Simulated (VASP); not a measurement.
# Cubic HfO2 under pressure at LDA: zone-centre phonons, Kohn-Sham gap and ε∞ from −15 to 38 GPa

We calculate two zone-centre phonon frequencies, the Kohn-Sham gap and the electronic dielectric constant ε∞ of cubic HfO2 at eight fixed volumes, all at LDA. The question is how each changes with hydrostatic pressure and how far one slope per quantity is enough. This matters wherever a strain or pressure coefficient is carried from one operating condition to another. All changes are counted from the LDA cell at zero pressure; compression is positive, and negative pressure stands for an expanded cell. The crystal is held in the cubic form throughout, although at 0 K that form is unstable to a zone-boundary mode at X. The results therefore describe the cubic lattice itself and say nothing about which phase is stable.

## Method

One crystal, cubic HfO2, at LDA: relaxed at zero pressure to V0 = 10.301 Å³ per atom, then scaled in volume with shape and atoms relaxed at each volume inside the space group. Program: VASP 6.6.1, plane waves and PAW (data sets made for LDA of release 64), scalar-relativistic without spin-orbit coupling, no spin polarisation. Cutoff 560 eV; on the k meshes the divisions times the cell-vector length are 27 Å or more. Occupations: Gaussian smearing of 0.03 eV. Harmonic zone-centre modes at natural masses by linear response on k meshes of 14×14×14, no LO-TO term. ε∞ from the response to a static field with clamped ions and local fields on 14×14×14, k derivatives by finite differences.

Notes on method and selection:

- Semilocal functionals put Kohn-Sham gaps below measured gaps.
- Spin-orbit coupling is left out; with Hf it shifts bands and can change the tabled values.
- LDA cells are as a rule a few per cent too small in volume, so zero pressure here is not the measured volume.
- The cubic fluorite form is a high-temperature phase; at 0 K it is unstable to a zone-boundary mode at X, which the zone centre does not show.
- Negative pressure stands for expanded cells, as under thermal expansion or tension; some phases are not stable over the whole range.
- The mode Grüneisen parameter is γ = (B0/ω0)·dω/dP at zero pressure.
- Pressure against volume is the equation of state; its slope gives the bulk modulus B0 = −dP/d ln V.
- A measured value is attached only where its sources agree among themselves; tables made before the last selection also left out values far from the computed one, as likely another phase or mode.
- Two zone-centre modes at most are shown, picked by rule: the highest of even parity (or the highest of all, or E2 and E1 in wurtzite-type cells) and a low one; B1g of an hcp metal is silent in Raman and infrared spectra.
- Runs that did not converge, have known faults or may not be shown are not listed, and runs on Ansatz's PAW sets soft_1 and soft_2 are kept to separate tables.

Columns:

- pressure (GPa): pressure from the stress tensor, compression positive.
- volume (Å³): volume per atom.
- T2g mode (cm⁻¹): zone-centre mode of symmetry T2g, without the macroscopic field; negative means imaginary.
- T1u mode (cm⁻¹): zone-centre mode of symmetry T1u, without the macroscopic field; negative means imaginary.
- ε∞: electronic (clamped-ion) dielectric constant ε∞, a third of the trace.
- gap (eV): Kohn-Sham gap on the k mesh of the relaxation, zero where the bands overlap.

Input lines of one member:

```
PREC = Accurate
ENCUT = 560
EDIFF = 1E-07
NELM = 100
ISMEAR = 0
SIGMA = 0.03
LREAL = .FALSE.
ALGO = Normal
GGA = CA
NBANDS = 17
LASPH = .TRUE.
LORBIT = 11
IBRION = 2
NSW = 50
ISIF = 4
```

Command (options for logging and memory left out): `vasp_std`

## Table of results

| member | pressure (GPa) | volume (Å³) | T2g mode (cm⁻¹) | T1u mode (cm⁻¹) | ε∞ | gap (eV) |
| --- | --- | --- | --- | --- | --- | --- |
| V/V0 = 1.06 | −14.90 | 10.919 | 553.0 | 194.3 | 5.371 | 3.581 |
| V/V0 = 1.04 | −10.45 | 10.713 | 569.7 | 216.4 | 5.357 | 3.631 |
| V/V0 = 1.02 | −5.50 | 10.507 | 587.5 | 238.2 | 5.344 | 3.681 |
| V/V0 = 1 | 0.00 | 10.301 | 606.2 | 260.1 | 5.335 | 3.733 |
| V/V0 = 0.98 | 6.11 | 10.095 | 625.5 | 281.7 | 5.328 | 3.786 |
| V/V0 = 0.96 | 12.90 | 9.889 | 645.3 | 303.2 | 5.323 | 3.840 |
| V/V0 = 0.92 | 28.85 | 9.477 | 686.9 | 346.3 | 5.324 | 3.952 |
| V/V0 = 0.9 | 38.19 | 9.271 | 708.6 | 368.1 | 5.329 | 4.010 |

Least-squares fits to the whole series, with x = pressure (GPa); R² and errors in the fitted variable (y, or ln y where the fit is in ln y):

| y | members | fit | R² | rms residual | leave-one-out rms | the same for the mean of the others |
| --- | --- | --- | --- | --- | --- | --- |
| T2g mode (cm⁻¹) | 8 | y = 605.82 + 3.2876 x − 0.015881 x² | 1.00 | 0.33 | 0.77 | 59 |
| T1u mode (cm⁻¹) | 8 | y = 259.0 + 3.845 x − 0.02667 x² | 1.00 | 1.1 | 2.5 | 65 |

## Interpretation

Both modes and the gap rise at every step of compression. Over the whole series T2g goes from 553.0 to 708.6 cm⁻¹, T1u from 194.3 to 368.1 cm⁻¹ and the gap from 3.581 to 4.010 eV. ε∞ stays between 5.323 and 5.371.

Symmetry leaves only the lattice constant free, so each quantity depends on the compression $x=\ln(V_0/V)$ alone. The model has three steps.

1. The crystal stiffens as it is squeezed. We take $B=B_0+4P$, where 4 is a rough, customary value for solids. Since $B=dP/dx$, integration gives $x=\tfrac14\ln(1+4P/B_0)$.
2. Both band edges stay at X, so the gap can follow one smooth law, $E=E_0+Dx$. A positive $D$ is expected if shorter Hf–O bonds push the antibonding Hf 5d states up from the O 2p states.
3. Force constants follow a power of the volume, so $\omega=\omega_0e^{\gamma x}$. In T2g the oxygen ions move against each other while Hf stays at rest, and the short-range repulsion from both Hf and O neighbours steepens as the ions approach.

For small pressures $x\approx P/B_0-2P^2/B_0^2$. The change in the gap then falls short of its initial straight line by the fraction $2P/B_0$, which reaches one tenth near 15 GPa for $B_0$ near 290 GPa.

The table bears this out. Slopes at zero pressure, taken between the rows at −5.50 and 6.11 GPa, are 38.0 / 11.61 = 3.27 cm⁻¹/GPa for T2g, 43.5 / 11.61 = 3.75 cm⁻¹/GPa for T1u and 0.105 / 11.61 = 0.0090 eV/GPa for the gap. At 12.90 GPa these lines are too high by about 3 cm⁻¹, 5 cm⁻¹ and 0.01 eV. At 38.19 GPa they are too high by about 23 cm⁻¹, 35 cm⁻¹ and 0.07 eV.

## Fixing and testing the model

We fix the model on V/V0 = 1 and V/V0 = 0.96, where $x$ = ln(1/0.96) = 0.04082.

- $B_0$ = 4 × 12.90 / (1/0.96⁴ − 1) = 290.9 GPa
- $D$ = (3.840 − 3.733) / 0.04082 = 2.621 eV
- $\gamma$(T2g) = ln(645.3 / 606.2) / 0.04082 = 1.531
- $\gamma$(T1u) = ln(303.2 / 260.1) / 0.04082 = 3.756

For the other members only the pressure is used as input.

**V/V0 = 1.06**, $x$ = ln(1 − 4 × 14.90 / 290.9) / 4 = −0.05732

- Gap: 3.733 − 2.621 × 0.05732 = 3.583 eV; table 3.581
- T2g: 606.2 × exp(−1.531 × 0.05732) = 555.3 cm⁻¹; table 553.0
- T1u: 260.1 × exp(−3.756 × 0.05732) = 209.7 cm⁻¹; table 194.3

**V/V0 = 0.92**, $x$ = ln(1 + 4 × 28.85 / 290.9) / 4 = 0.08353

- Gap: 3.733 + 2.621 × 0.08353 = 3.952 eV; table 3.952
- T2g: 606.2 × exp(1.531 × 0.08353) = 688.9 cm⁻¹; table 686.9
- T1u: 260.1 × exp(3.756 × 0.08353) = 356.0 cm⁻¹; table 346.3

**V/V0 = 0.9**, $x$ = ln(1 + 4 × 38.19 / 290.9) / 4 = 0.10552

- Gap: 3.733 + 2.621 × 0.10552 = 4.010 eV; table 4.010
- T2g: 606.2 × exp(1.531 × 0.10552) = 712.5 cm⁻¹; table 708.6
- T1u: 260.1 × exp(3.756 × 0.10552) = 386.6 cm⁻¹; table 368.1

## Where the trend breaks

Largest departures from the fit to the whole series:

| member | T2g mode (cm⁻¹) | fit | computed − fit | in rms residuals |
| --- | --- | --- | --- | --- |
| V/V0 = 0.92 | 686.9 | 687.4 | −0.5 | 1.7 |
| V/V0 = 0.9 | 708.6 | 708.2 | +0.4 | 1.2 |
| V/V0 = 1 | 606.2 | 605.8 | +0.4 | 1.2 |
| V/V0 = 1.06 | 553.0 | 553.3 | −0.3 | 0.9 |

The model fails for T1u, where it is too high by 15 cm⁻¹ at V/V0 = 1.06 and by 19 cm⁻¹ at 0.9. The assumption at fault is a constant $\gamma$: between neighbouring rows it falls from ln(216.4 / 194.3) / ln(1.06 / 1.04) = 5.7 at the expanded end to ln(368.1 / 346.3) / ln(0.92 / 0.9) = 2.8 at the compressed end. In this mode Hf moves against O, and the restoring force is short-range repulsion minus the Coulomb field of the displaced ions. Expansion probably brings the two closer to cancelling, so a given change in either is a larger fraction of what remains. For T2g the same assumption costs at most 4 cm⁻¹.

A line in volume serves T1u better. With the same two members the slope is (303.2 − 260.1) / 0.04 = 1078 cm⁻¹, and 260.1 + 1078 × (1 − V/V0) meets every other row to about 1 cm⁻¹, whereas the mean of the other rows misses by 65 cm⁻¹ rms.

ε∞ has no useful pressure slope, since it falls to 5.323 at 12.90 GPa and is back at 5.329 at 38.19 GPa. Density alone would give 1 + (5.335 − 1) / 0.9 = 5.82 at V/V0 = 0.9. The electronic response per formula unit must therefore shrink about as fast as the volume, possibly because the gaps widen.

## Closing remarks

Straight lines in pressure serve both modes and the gap from about −10 to 13 GPa, with errors up to 5 cm⁻¹ and 0.01 eV. Beyond that, the logarithmic law holds for the gap to 0.002 eV over all eight rows, the model with constant $\gamma$ holds for T2g to about 4 cm⁻¹, and T1u is best followed in volume. ε∞ can be taken as constant to within 1 %.

Two limits of the set-up can outweigh the spread of the table. LDA puts the gap too low, by an amount that can exceed the spread of 0.43 eV. The missing LO-TO term would raise the longitudinal partner of T1u well above the tabled transverse frequency, by an amount that can exceed the spread of 174 cm⁻¹.

[Logs are printed without paths, hosts, clocks, repeated set-up lines and the standing remarks that a program may print on its own settings, such as how far it seeks lower states.]
